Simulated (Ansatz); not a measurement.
```
In P
1.0
     0.00000    2.85060    2.85060
     2.85060    0.00000    2.85060
     2.85060    2.85060    0.00000
In P
1 1
Direct
  0.00000 0.00000 0.00000
  0.25000 0.25000 0.25000
```

RPA correlation and exact exchange on PBE orbitals, hard PAW set made for 700 eV (Ansatz); 4×4×4 mesh, wave cutoff 700 eV, correlation extrapolated to infinite response cutoff from cutoffs up to 280 eV, 26 electrons, all correlated, 317 empty bands, long-wavelength term: optical limit. No spin-orbit coupling. The band count ends below the top response cutoff.

The cell is then scaled evenly to 1.128 times this volume.

Energy change of the cell: PBE -0.202 eV (mean pressure +5.5 GPa).

Question: What change follows for the Hartree-Fock expression on these orbitals, RPA correlation and the RPA total?

Answer: The Hartree-Fock expression on these orbitals: -0.230 eV (mean pressure +6.2 GPa). RPA correlation: +0.121 eV (mean pressure -3.3 GPa). The RPA total: -0.109 eV (mean pressure +3.0 GPa).

The program warned that its long-wavelength term hit its cap. This ran on a trial build of the method. The cell is a model at fixed atoms and needn't be the relaxed known crystal. The correlation step scatters with the plane-wave count, here by about 0.01 eV. The mesh is coarse, so these steps aren't converged.
